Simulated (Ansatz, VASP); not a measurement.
**Ga: VASP beside Ansatz**

```
Ga
1.0
     2.88956    0.00000    0.00000
     0.00000    3.28161    0.00000
    -1.39717    0.00000    3.99027
Ga
2
Direct
  0.13460 0.75000 0.77017
  0.86540 0.25000 0.22983
```

Change from the starting cell: strain = 0.04.

Alike in both runs: task single point; functional PBE; k mesh 10 × 8 × 7; occupations fermi-dirac, width 0.05 eV; no spin polarisation.

|  | VASP | Ansatz |
| --- | --- | --- |
| version | VASP 6.6.1 | Ansatz 0.2.0 |
| potentials or method | VASP PAW PBE potentials, release 64 (Ga_d), cutoff 520 eV | all-electron LAPW, scalar-relativistic |

VASP gave:

```
gap on the k mesh at the Fermi level (eV)       : none
pressure (GPa)                                  : 1.2
largest component of the traceless stress (GPa) : 1.13
rms of the force components (eV/Å)              : 0.032
```

Task: Estimate Ansatz's values.

Result: gap on the k mesh at the Fermi level (eV): none; pressure (GPa): 0.9; largest component of the traceless stress (GPa): 1.11; rms of the force components (eV/Å): 0.030.

Atom by atom the forces differ by 0.002 eV/Å (rms over components). A gap of «none» marks a metal or a gap that the smearing closes. Ansatz ran all-electron here, so the differences hold the error of VASP's frozen core and of both bases.
